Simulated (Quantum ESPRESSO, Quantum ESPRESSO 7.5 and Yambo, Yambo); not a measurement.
# CdSe (F-43m): G0W0 with and without spin-orbit coupling

Aim: spinor G0W0 for CdSe (F-43m) beside the scalar-relativistic result.

Method: PBE and many-body steps on it, plane waves, in Quantum ESPRESSO 7.5 and Yambo 5.3.0.

**Experimental background.**

- Gap 1.69 ± 0.02 eV: direct gap from (alpha E)^2 extrapolation; spectroscopic ellipsometry; 300 K; film (fully relaxed MBE film, 304 nm) on GaAs(100) (“Band gap bowing of binary alloys: Experimental results compared to theoretical tight-binding supercell calculations for CdZnSe”, 2010, arxiv:1007.2297).

## Step 1: Set-up

Symmetry: F-43m, No. 216, cubic system. The conventional cell has a = 6.050 Å, b = 6.050 Å, c = 6.050 Å, α = 90.00°, β = 90.00°, γ = 90.00°. Nearest to Cd lie 4 Se at 2.62 Å. Se has 4 Cd at 2.62 Å nearest. Farther neighbours and most contacts between anions are not listed.

The lattice is a measured one from papers, the positions are the Materials Project's; both are kept fixed.

## Step 2: Empty states on the mesh, 4×4×4 mesh, 116 bands

This step: Quantum ESPRESSO 7.5; DFT, PBE, plane waves, norm-conserving pseudopotentials.

The sums over transitions need many empty states on a uniform mesh; this step solves for them.

pw.in

```
&control
  calculation = 'nscf'
  prefix = 'x'
  outdir = 'o'
  pseudo_dir = 'pseudo'
/
&system
  ibrav = 0
  nat = 2
  ntyp = 2
  ecutwfc = 104.0
  nbnd = 116
  force_symmorphic = .true.
/
&electrons
  conv_thr = 1e-9
  electron_maxstep = 80
  diago_full_acc = .true.
  diago_thr_init = 5e-6
/
ATOMIC_SPECIES
  Cd 112.41 Cd.upf
  Se 78.971 Se.upf
CELL_PARAMETERS angstrom
  0.0000000000 3.0250000000 3.0250000000
  3.0250000000 0.0000000000 3.0250000000
  3.0250000000 3.0250000000 0.0000000000
ATOMIC_POSITIONS crystal
  Cd 0.0000000000 0.0000000000 0.0000000000
  Se 0.7500000000 0.7500000000 0.7500000000
K_POINTS automatic
  4 4 4 0 0 0
```

Launch:

```bash
OMP_NUM_THREADS=1 mpirun -n 4 pw.x -nk 4 -in pw.in > pw.out
```

Log:

```text
Program PWSCF v.7.5 starts

     This program is part of the open-source Quantum ESPRESSO suite
     for quantum simulation of materials; please cite
         "P. Giannozzi et al., J. Phys.:Condens. Matter 21 395502 (2009);
         "P. Giannozzi et al., J. Phys.:Condens. Matter 29 465901 (2017);
         "P. Giannozzi et al., J. Chem. Phys. 152 154105 (2020);
     in publications or presentations arising from this work. More details at

     Atomic positions and unit cell read from directory:
     o/x.save/

     Message from routine setup:
[...]
59.1124  59.2374  60.0945  60.0945  61.0949  61.0949  61.8136  61.8683
     [... 3 further rows ...]
    79.6149  79.6149  80.7597  80.7597  81.0566  81.8301  82.8363  83.6976
    83.8302  83.8302  84.4291  84.4291

          k = 0.3536 0.0000 0.0000 (  6715 PWs)   bands (ev):

     [... further k-points ...]

     highest occupied, lowest unoccupied level (ev):     8.3376    8.9804

     XML data file, pseudopotentials, collected wavefunctions

=------------------------------------------------------------------------------=
   JOB DONE.
=------------------------------------------------------------------------------=
```

Wall time 16 s (4 MPI ranks of Arm Neoverse V1, shared host); peak memory 0.54 GiB.

This step gave:

```yaml
gap: 0.6428 eV
k_of_the_valence_top: 0, 0, 0
k_of_the_conduction_bottom: 0, 0, 0
least_direct_gap: 0.6428 eV
k_points_computed: 8
lowest_point_of_the_top_converged_band_above_the_valence_top: 75.4045 eV
```

On this mesh the gap is 0.643 eV.

The density comes from a self-consistent run that is not shown.

## Step 3: Conversion and set-up

This step: Yambo 5.3.0; conversion and set-up on PBE, plane waves, norm-conserving pseudopotentials.

The states are converted to the many-body program's format and the q mesh is built.

Launch:

```bash
(cd o/x.save; p2y > p2y.log; mv SAVE ../..); yambo > setup.log
```

Log:

```text
 Yambo, version 5.3.0

 [02] CORE Variables Setup
 =========================

  [02.01] Unit cells
  ==================

  Cell kind             :  FCC
  Atoms in the cell     :  Cd  Se
  number of Cd atoms    :  1
  number of Se atoms    :  1

  List of atomic masses
  Mass of Cd    :  112.4100
  Mass of Se    :  78.97100

  List of atomic coordinates    : [cc]
  Cd1       :  0.000000  0.000000  0.000000  order 1
  Se1       :  8.574632  8.574632  8.574632  order 2

  Alat factors          :  5.716422  5.716422  5.716422 [a.u.]
  Direct lattice volume :  373.5964 [a.u.]
[...]
==========================================

 IBZ Q-points                                      :   8
 BZ  Q-points                                      :   64

 K/Q-points units:
 rlu = crystal or reduced units; cc = cartesian coordinates; iku = interal k-units

 Q [1]          [rlu]:  0.000000  0.000000  0.000000
 Q [2]          [rlu]: -0.89146E-17 -0.89146E-17  0.25000
 Q [3]          [rlu]:  0.17829E-16  0.17829E-16 -0.50000
[...]
Q [7]          [rlu]:  0.66020E-16 -0.50000     -0.50000
 Q [8]          [rlu]:  0.250000 -0.500000 -0.250000

  [03.01] X indexes
  =================

   [03.01.01] Sigma indexes
   ========================

 [06] Game Over & Game summary
```

The job ended after 3.1 s (1 MPI rank; peak memory 0.27 GiB).

## Step 4: Scalar-relativistic

G0W0 replaces the xc potential by the self-energy, built once from these orbitals. Only a window of levels is corrected, while the sums run over the empty bands that the input names.

This step: G0W0 on PBE, plane waves, norm-conserving pseudopotentials.

gw1.in

```
HF_and_locXC
gw0
dyson
ppa
em1d
rim_cut
RandQpts= 1000000
RandGvec= 1 RL
EXXRLvcs= 104 Ry
VXCRLvcs= 416 Ry
Chimod= "HARTREE"
% BndsRnXp
 1 | 116 |
%
NGsBlkXp= 11.5 Ry
% LongDrXp
 1 | 1 | 1 |
%
% GbndRnge
 1 | 116 |
%
DysSolver= "n"
ExtendOut
PPAPntXp= 27.21138 eV
% QPkrange
 1 | 1 | 21 | 24 |
%
```

Launch:

```bash
OMP_NUM_THREADS=1 mpirun -n 4 yambo -F gw1.in -J gw1 -C gw1 > gw1.log
```

Log:

```text
 Yambo, version 5.3.0

 [02] CORE Variables Setup
 =========================

  [... cell, symmetries and grids as in the set-up ...]

  [02.05] Energies & Occupations
  ==============================

  [X] === General ===
  [X] Electronic Temperature                        :  0.000000  0.000000 [eV K]
  [X] Bosonic    Temperature                        :  0.000000  0.000000 [eV K]
  [X] Finite Temperature mode                       : no
  [X] El. density                                   :  0.79478E+24 [cm-3]
  [X] Fermi Level                                   :  8.337628 [eV]

  [X] === Gaps and Widths ===
  [X] Conduction Band Min                           :  0.642755 [eV]
  [X] Valence Band Max                              :  0.000000 [eV]
  [X] Filled Bands                                  :  22
  [X] Empty Bands                                   :   23  116
  [X] Direct Gap                                    :  0.642755 [eV]
  [X] Direct Gap localized at k                     :  1
  [X] Indirect Gap                                  :  0.642755 [eV]
  [X] Indirect Gap between kpts                     :  1  1
  [X] Last valence band width                       :  2.274404 [eV]
  [X] 1st conduction band width                     :  4.462916 [eV]

 [03] Transferred momenta grid and indexing
 ==========================================

 IBZ Q-points                                      :   8
 BZ  Q-points                                      :   64

 K/Q-points units:
 rlu = crystal or reduced units; cc = cartesian coordinates; iku = interal k-units

 Q [1]          [rlu]:  0.000000  0.000000  0.000000
 Q [2]          [rlu]: -0.89146E-17 -0.89146E-17  0.25000
 Q [3]          [rlu]:  0.17829E-16  0.17829E-16 -0.50000
 Q [4]          [rlu]: -0.33010E-16  0.25000      0.25000
 Q [5]          [rlu]: -0.50514E-17  0.25000      0.50000
 Q [6]          [rlu]:  0.12822E-16  0.25000     -0.25000
 Q [7]          [rlu]:  0.66020E-16 -0.50000     -0.50000
 Q [8]          [rlu]:  0.250000 -0.500000 -0.250000

 [04] Coloumb potential Random Integration (RIM)
 ===============================================

  [04.01] RIM initialization
  ==========================

  * Diagonal components only detected *

  8 x (sBL volume)        :  0.082994 [a.u.]
  sBZ random points       :  1000000
  Points outside the sBZ  :   7996195
  RL volume               :  0.663952 [a.u.]
  Integrated volume       :  0.664268 [a.u.]

  [04.02] RIM integrals
  =====================

  Gamma point sphere radius             :  0.079122 [a.u.]
  Points outside the sphere             :   799659
  [Int_sBZ(q=0) 1/q^2]*(Vol_sBZ)^(-1/3) =:  7.764404
                                 should be <:  7.795600

  Summary of Coulomb integrals for non-metallic bands |Q|[au] RIM/Bare

  Q [1] 0.100000E-4 0.995998 * Q [2] 0.237972 1.065485
  Q [4] 0.274787 1.063520 * Q [6] 0.388607 1.025926
  Q [5] 0.455682 1.019448 * Q [3] 0.475944 1.016875
  Q [7] 0.549573 1.013697 * Q [8] 0.614442 1.010819

 [05] Dipoles
 ============

  [05.01] Setup: observables and procedures
  =========================================

 [06] Dynamic Dielectric Matrix (PPA)
 ====================================

 [WR./gw1//ndb.pp]---------------------------------------------------------------
  Brillouin Zone Q/K grids (IBZ/BZ)                :    8   64    8   64
  RL vectors                                       :   7799 [WF]
  Coulomb cutoff potential                         : none
  Electronic Temperature                           :  0.000000 [K]
  Bosonic    Temperature                           :  0.000000 [K]
  PPA    diel. fun.  energies                      : Perdew, Burke & Ernzerhof(X)+Perdew, Burke & Ernzerhof(C)
  wavefunctions                                    : Perdew, Burke & Ernzerhof(X)+Perdew, Burke & Ernzerhof(C)
  Global Gauge                                     : length
  X matrix size                                    :  283
  X band range                                     :    1  116
  X e/h energy range                               : -1.000000 -1.000000 [eV]
  X Time ordering                                  : R
  X Hxc Kernel                                     : HARTREE
  X Drude frequency                                :  0.000000  0.000000
  X poles                                          :  100.0000 [o/o]
  RL vectors in the sum                            :   7799
  [r,Vnl] included                                 : yes
  Field direction                                  :  0.577350E-5  0.577350E-5  0.577350E-5
  BZ energy Double Grid                            : no
  BZ energy DbGd points                            : 0
  BZ Q point size factor                           : -1.000000
  X Optical Averaged directions                    : none

 [07] Local Exchange-Correlation + Non-Local Fock
 ================================================

 [VXC] Plane waves :   53497
 [EXS] Plane waves :   6855

 QP @ state[ 1 ] K range:  1  1
 QP @ state[ 1 ] b range:  21  24

 [xc] Functional : Perdew, Burke & Ernzerhof(X)+Perdew, Burke & Ernzerhof(C)
 [xc] LIBXC used to calculate xc functional
  PP Number of Atomic Species                      :  2
  NLCC RL compoments                               :   53497
  PP Number of Atomic Species                      :  2
  NLCC RL compoments                               :   53497

 [xc] E_xc :  -40.58500 [Ha]
      E_xc :  -81.17000 [Ry]

  Local XC kind (lXC) : Perdew, Burke & Ernzerhof(X)+Perdew, Burke & Ernzerhof(C)
  Non-Local XC kind (nlXC) : Hartree-Fock

  Corrections @ K [1] :  [eV]
 <21|nlXC|21> = -18.56515 -0.12288E-16 <21|lXC|21> = -16.08531 -0.17456E-20
 <22|nlXC|22> = -18.56515  0.88573E-17 <22|lXC|22> = -16.08532  0.18882E-15
 <23|nlXC|23> = -8.138586 -0.28671E-17 <23|lXC|23> = -11.74024  0.37764E-15
 <24|nlXC|24> = -5.919606  0.42521E-18 <24|lXC|24> = -10.49393 -0.18875E-15

 [08] Dyson equation: Newton solver
 ==================================

  [08.01] G0W0 (W PPA)
  ====================

  [  GW  ] Bands range     :    1  116
  [GW/PPA] G damping       :  0.100000 [eV]

  QP @ state[ 1 ] K range:  1  1
  QP @ state[ 1 ] b range:  21  24

   Sc/G bands                                       :    1  116
   Sc/G damping                                     :  0.100000 ev
   Sc bands terminator                              : no
   Sx RL components                                 :   6855

   QP @ state[ 1 ] K range                          :  1  1
   QP @ state[ 1 ] b range                          :  21  24
   GF energies kind                                 : Perdew, Burke & Ernzerhof(X)+Perdew, Burke & Ernzerhof(C)
   GF WF`s kind                                     : Perdew, Burke & Ernzerhof(X)+Perdew, Burke & Ernzerhof(C)
   Xs energies kind                                 : Perdew, Burke & Ernzerhof(X)+Perdew, Burke & Ernzerhof(C)
   Xs WF`s kind                                     : Perdew, Burke & Ernzerhof(X)+Perdew, Burke & Ernzerhof(C)

 [11] Game Over & Game summary
```

Wall time 2.8 min (4 MPI ranks); peak memory 2.4 GiB; 11 min of CPU time.

Numbers from this step:

```yaml
g0w0_gap_on_the_points_computed: 1.263 eV
starting_gap_on_the_mesh: 0.6428 eV
k_of_the_valence_top: 0, 0, 0
k_of_the_conduction_bottom: 0, 0, 0
least_direct_g0w0_gap_on_the_computed_points: 1.263 eV
z_at_the_valence_top: 0.7942
z_at_the_conduction_bottom: 0.8148
```

The gap on the mesh goes from 0.64 eV to 1.26 eV, a correction of +0.62 eV.

## Step 5: Empty states on the mesh, 4×4×4 mesh, 232 bands

This step: Quantum ESPRESSO 7.5; DFT, PBE with spin-orbit coupling, plane waves, norm-conserving pseudopotentials.

Edit pw.in of step 2 so:

```diff
@@ -11,4 +11,6 @@
   ecutwfc = 104.0
-  nbnd = 116
+  nbnd = 232
   force_symmorphic = .true.
+  noncolin = .true.
+  lspinorb = .true.
 /
```

Launch:

```bash
OMP_NUM_THREADS=1 mpirun -n 4 pw.x -nk 4 -in pw.in > pw.out
```

Log:

```text
[banner, memory and clock lines left out]
Program PWSCF v.7.5 starts

     Atomic positions and unit cell read from directory:
     o/x.save/

     Message from routine setup:
     using ibrav=0 with symmetry is DISCOURAGED, use correct ibrav instead

     G-vector sticks info

     bravais-lattice index     =            0
     lattice parameter (alat)  =       8.0842  a.u.
     unit-cell volume          =     373.5964 (a.u.)^3
     number of atoms/cell      =            2
     number of atomic types    =            2
     number of electrons       =        44.00
[...]
[... 17 further rows ...]
[...]
k =-0.3536-0.3536 0.3536 (  6658 PWs)   bands (ev):

  -198.6355-198.6355-142.1088-142.1088-136.2373-136.2373-136.2373-136.2373
[...]
[... 17 further rows ...]
    81.0656  81.0656  81.8337  81.8337  82.8385  82.8385  83.7041  83.7041
    83.8293  83.8293  83.8327  83.8327  84.4214  84.4214  84.4408  84.4408

          k = 0.3536 0.0000 0.0000 (  6715 PWs)   bands (ev):

     [... further k-points ...]

     highest occupied, lowest unoccupied level (ev):     8.4651    8.9894

     XML data file, pseudopotentials, collected wavefunctions
```

Run time: 95 s. Hardware: 4 MPI ranks; peak memory 1.3 GiB.

Numbers from this step:

```
gap                                                           : 0.5242 eV
k of the valence top                                          : 0, 0, 0
k of the conduction bottom                                    : 0, 0, 0
least direct gap                                              : 0.5242 eV
k points computed                                             : 8
lowest point of the top converged band, above the valence top : 75.2903 eV
```

On this mesh the gap is 0.524 eV.

The density comes from a self-consistent run that is not shown, made with spin-orbit coupling and fully relativistic files.

## Step 6: Conversion and set-up

This step: Yambo 5.3.0; conversion and set-up on PBE with spin-orbit coupling, plane waves, norm-conserving pseudopotentials.

Launch:

```bash
(cd o/x.save; p2y > p2y.log; mv SAVE ../..); yambo > setup.log
```

Log:

```text
 Yambo, version 5.3.0

 [02] CORE Variables Setup
 =========================

  [02.01] Unit cells
  ==================

  Cell kind             :  FCC
  Atoms in the cell     :  Cd  Se
  number of Cd atoms    :  1
  number of Se atoms    :  1

  List of atomic masses
  Mass of Cd    :  112.4100
  Mass of Se    :  78.97100

  List of atomic coordinates    : [cc]
  Cd1       :  0.000000  0.000000  0.000000  order 1
  Se1       :  8.574632  8.574632  8.574632  order 2

  Alat factors          :  5.716422  5.716422  5.716422 [a.u.]
  Direct lattice volume :  373.5964 [a.u.]
[...]
==========================================

 IBZ Q-points                                      :   8
 BZ  Q-points                                      :   64

 K/Q-points units:
 rlu = crystal or reduced units; cc = cartesian coordinates; iku = interal k-units

 Q [1]          [rlu]:  0.000000  0.000000  0.000000
 Q [2]          [rlu]: -0.89146E-17 -0.89146E-17  0.25000
 Q [3]          [rlu]:  0.17829E-16  0.17829E-16 -0.50000
[...]
Q [7]          [rlu]:  0.66020E-16 -0.50000     -0.50000
 Q [8]          [rlu]:  0.250000 -0.500000 -0.250000

  [03.01] X indexes
  =================

   [03.01.01] Sigma indexes
   ========================

 [06] Game Over & Game summary
```

The job ended after 3.8 s (1 MPI rank; peak memory 0.27 GiB).

[end of part 1 of 2]

[Paths, hosts, dates, memory and timing lines, banners, echoed tables and standing remarks are left out of the program output.]

[Logs are printed without paths, hosts, clocks, repeated set-up lines and the standing remarks that a program may print on its own settings, such as how far it seeks lower states.]

[Runs of the session that timed out or met a known fault of the program may be left out.]

[Hosts, paths, dates, database ids (printed as entryN), source tags and the programs' standing remarks are cut or masked in the printed files.]
